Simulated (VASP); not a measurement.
# C (Pm-3m) in VASP: reference runs

How does C come out in PBE? The cell is run as given and disturbed, then over a range of volumes.

Everything below comes from runs of VASP 6.6.1. Logs are shortened: lines on timing, memory, paths and dates and some standing lists are left out, and cuts for length are marked.

## Step 1: Starting point

The structure is cubic, space group Pm-3m (No. 221). Conventional cell: a = 2.620 Å, b = 2.620 Å, c = 2.620 Å, α = 90.00°, β = 90.00°, γ = 90.00°. C (site symmetry 4/mmm) is surrounded by 8 C at 1.85 Å.

The cell was built by a generator and needn't be a form met in nature.

## Step 2: Single point, PBE

Contents of INCAR:

```
PREC     = Accurate       # precision mode
ENCUT    = 520            # plane-wave cutoff, eV
EDIFF    = 1E-7           # SCF threshold, eV
ISMEAR   = -1             # smearing method
SIGMA    = 0.05           # smearing width, eV
LREAL    = F              # projectors in reciprocal space
LASPH    = T              # aspherical terms in the spheres
NELM     = 100            # most SCF steps
ALGO     = Normal         # electronic algorithm
ISIF     = 2              # what is computed and relaxed
LWAVE    = F              # write WAVECAR
LCHARG   = T              # write CHGCAR
GGA      = PE             # functional
LELF     = T              # ELF
LVHAR    = T            
NBANDS   = 13             # bands
```

Contents of KPOINTS:

```
regular mesh
0
Gamma
  10 10 10
```

Contents of POSCAR:

```
C
1.0
    2.6197200000      0.0000000000      0.0000000000
    0.0000000000      2.6197200000      0.0000000000
    0.0000000000      0.0000000000      2.6197200000
C
3
Direct
    0.0000000000      0.5000000000      0.5000000000
    0.5000000000      0.0000000000      0.5000000000
    0.5000000000      0.5000000000      0.0000000000
```

Potentials or basis: VASP PAW PBE potentials, release 64 (C).

Run with:

```sh
$ cat potpaw_PBE.64/C/POTCAR > POTCAR
$ mpirun -np 1 vasp_std > vasp.out
```

OUTCAR:

```text
PREC = Accurate
   ENCUT = 520
   EDIFF = 1E-7
   ISMEAR = -1
   LREAL = F
   LASPH = T
   NELM = 100
   ISIF = 2
   GGA = PE

 ion  position               nearest neighbor table
   1  0.000  0.500  0.500-   2 1.85   3 1.85   3 1.85   2 1.85   2 1.85   3 1.85   3 1.85   2 1.85

   2  0.500  0.000  0.500-   1 1.85   3 1.85   3 1.85   1 1.85   3 1.85   3 1.85   1 1.85   1 1.85

   3  0.500  0.500  0.000-   1 1.85   2 1.85   1 1.85   2 1.85   2 1.85   2 1.85   1 1.85   1 1.85

  LATTYP: Found a simple cubic cell.
 ALAT       =     2.6197200000

  Lattice vectors:

 A1 = (   2.6197200000,   0.0000000000,   0.0000000000)
 A2 = (   0.0000000000,   2.6197200000,   0.0000000000)
 A3 = (   0.0000000000,   0.0000000000,   2.6197200000)

Analysis of symmetry for initial positions (statically):
=====================================================================
 Subroutine PRICEL returns:
 Original cell was already a primitive cell.

 Routine SETGRP: Setting up the symmetry group for a
 simple cubic supercell.

 Subroutine GETGRP returns: Found 48 space group operations
 (whereof 48 operations were pure point group operations)
 out of a pool of 48 trial point group operations.

The static configuration has the point symmetry O_h .

Analysis of symmetry for dynamics (positions and initial velocities):
=====================================================================
 Subroutine PRICEL returns:
 Original cell was already a primitive cell.

 Routine SETGRP: Setting up the symmetry group for a
 simple cubic supercell.

 Subroutine GETGRP returns: Found 48 space group operations
 (whereof 48 operations were pure point group operations)
 out of a pool of 48 trial point group operations.

The dynamic configuration has the point symmetry O_h .

 Subroutine INISYM returns: Found 48 space group operations
 (whereof 48 operations are pure point group operations),
 and found     1 'primitive' translations

----------------------------------------------------------------------------------------

                                     Primitive cell

  volume of cell :      17.9790

  direct lattice vectors                    reciprocal lattice vectors
     2.619720000  0.000000000  0.000000000     0.381720184  0.000000000  0.000000000
     0.000000000  2.619720000  0.000000000     0.000000000  0.381720184  0.000000000
     0.000000000  0.000000000  2.619720000     0.000000000  0.000000000  0.381720184

  length of vectors
     2.619720000  2.619720000  2.619720000     0.381720184  0.381720184  0.381720184

[... 95 lines left out ...]
   EMIN   =  10.00;   EMAX   =-10.00  energy-range for DOS
   EFERMI =   0.00;   METHOD = LEGACY
   ISMEAR =    -1;   SIGMA  =   0.05  broadening in eV -4-tet -1-fermi 0-gaus
   EFERMI_NEDOS =   21; number of points for ismear=-14 and -15
   IALGO  =     38    algorithm
   IMIX   =      4    mixing-type and parameters
     AMIX     =   0.40;   BMIX     =  1.00
     AMIX_MAG =   1.60;   BMIX_MAG =  1.00
  volume/ion in A,a.u.               =       5.99        40.44
  Fermi-wavevector in a.u.,A,eV,Ry     =   1.430695  2.703621 27.849602  2.046888
  Thomas-Fermi vector in A             =   2.550512
   LORBIT       =      0    0 simple, 1 ext, 2 COOP (PROOUT), +10 PAW based schemes
   GGA     = PE    functional components
   LHFCALC =     F    Hartree Fock is set to
   AEXX    =    0.0000 exact exchange contribution
   IVDW    =     0    specifies the selected vdW correction
   LEPSILON=     F    determine dielectric tensor
   LRPA    =     F    only Hartree local field effects (RPA)
 non-spin polarized calculation
  energy-cutoff  :      520.00
  volume of cell :       17.98
 maximum number of plane-waves:       500
 NGX is ok and might be reduce to    20
   NGX =  9   NGY =  9   NGZ =  9

 number of electron      11.9999998 magnetization

 Free energy of the ion-electron system (eV)
  ---------------------------------------------------
  ext. energy  EPLUGINS =         0.00000000
  ---------------------------------------------------
  free energy    TOTEN  =       -16.73525558 eV

  energy without entropy =      -16.72499267  energy(sigma->0) =      -16.73012412

 E-fermi :  10.8524     XC(G=0): -13.3589

 val. band max:       10.8454492883   @ k =   0.4000   0.0000   0.0000
 cond. band min:      10.8982934515   @ k =   0.3000   0.3000   0.1000
 fundamental gap:      0.0528441632
 Fermi energy:        10.8524124247

 k-point     1 :       0.0000    0.0000    0.0000
  band No.  band energies     occupation
      1     -11.8743      2.00000
      2       2.9455      2.00000
      3       2.9455      2.00000
      4       2.9455      2.00000
      5       7.9817      2.00000
      6       7.9817      2.00000
      7      15.2105      0.00000
      8      15.2105      0.00000
      9      15.2105      0.00000
     10      16.5745      0.00000
     11      20.0624      0.00000
     12      20.0624      0.00000
     13      20.0624      0.00000
[... 354 lines left out ...]
  band No.  band energies     occupation
      1     -10.0471      2.00000
      2      -2.5925      2.00000
      3       3.2019      2.00000
      4       3.3377      2.00000
      5       9.7914      2.00000
      6      11.0687      0.02611
      7      11.3675      0.00007
      8      13.0997      0.00000
      9      15.1817      0.00000
     10      16.6333      0.00000
     11      19.1324      0.00000
     12      19.1615      0.00000
     13      22.7335      0.00000

 [... further k-points ...]

------------------------ aborting loop because EDIFF is reached ----------------------------------------

  FORCE on cell =-STRESS in cart. coord.  units (eV):
  Direction    XX          YY          ZZ          XY          YZ          ZX
  --------------------------------------------------------------------------------------
  -------------------------------------------------------------------------------------
  Total        0.3381282      0.3381282      0.3381282      0.0000000      0.0000000     -0.0000000
  in kB       30.1319618     30.1319618     30.1319618      0.0000000      0.0000000     -0.0000000
  external PRESSURE =      30.1319618 kB  Pullay stress =       0.0000000 kB

 VOLUME and BASIS-vectors are now :
 -----------------------------------------------------------------------------
  energy-cutoff  :      520.00
  volume of cell :       17.98
      direct lattice vectors                 reciprocal lattice vectors
     2.619720000  0.000000000  0.000000000     0.381720184  0.000000000  0.000000000
     0.000000000  2.619720000  0.000000000     0.000000000  0.381720184  0.000000000
     0.000000000  0.000000000  2.619720000     0.000000000  0.000000000  0.381720184

 POSITION                                       TOTAL-FORCE (eV/Angst)
 -----------------------------------------------------------------------------------
      0.00000      1.30986      1.30986         0.000000      0.000000      0.000000
      1.30986      0.00000      1.30986         0.000000      0.000000      0.000000
      1.30986      1.30986      0.00000         0.000000      0.000000      0.000000
 -----------------------------------------------------------------------------------
    total drift:                                0.000000      0.000000      0.000000

  FREE ENERGIE OF THE ION-ELECTRON SYSTEM (eV)
  ---------------------------------------------------
  free  energy   TOTEN  =       -16.7352555768 eV

  energy  without entropy=      -16.7249926661  energy(sigma->0) =      -16.73012412
```

OSZICAR:

```text
N       E                     dE             d eps       ncg     rms          rms(c)
DAV:   1     0.178697291836E+02    0.17870E+02   -0.65420E+03  1472   0.888E+02
DAV:   2    -0.156803003917E+02   -0.33550E+02   -0.30996E+02  1959   0.157E+02
DAV:   3    -0.167485706081E+02   -0.10683E+01   -0.10609E+01  1486   0.234E+01
DAV:   4    -0.167514019084E+02   -0.28313E-02   -0.28310E-02  1556   0.152E+00
DAV:   5    -0.167514091853E+02   -0.72769E-05   -0.72760E-05  1496   0.692E-02    0.305E+00
DAV:   6    -0.167319098842E+02    0.19499E-01   -0.18874E-02  1481   0.936E-01    0.188E+00
DAV:   7    -0.167347601116E+02   -0.28502E-02   -0.31424E-02  1516   0.126E+00    0.168E-01
DAV:   8    -0.167352242945E+02   -0.46418E-03   -0.11738E-03  1481   0.256E-01    0.524E-02
DAV:   9    -0.167352488472E+02   -0.24553E-04   -0.57267E-05  1556   0.608E-02    0.129E-02
DAV:  10    -0.167352551954E+02   -0.63482E-05   -0.80455E-06  1461   0.215E-02    0.273E-03
DAV:  11    -0.167352555511E+02   -0.35573E-06   -0.10155E-06  1531   0.808E-03    0.102E-03
DAV:  12    -0.167352555768E+02   -0.25655E-07   -0.22383E-08   993   0.135E-03
   1 F= -.16735256E+02 E0= -.16730124E+02  d E =-.102629E-01
```

Wall time 10 s (1 thread of Intel Xeon Platinum 8259CL at 2.50GHz (Skylake/Cascade Lake), shared host); peak memory 0.12 GiB.

What came out:

| Item | Value |
| --- | --- |
| Free energy | -16.7353 eV |
| Pressure | 3.0 GPa |
| Band gap on the k mesh | none (metal or under the smearing width) |

(Part 1 of 2 ends here.)
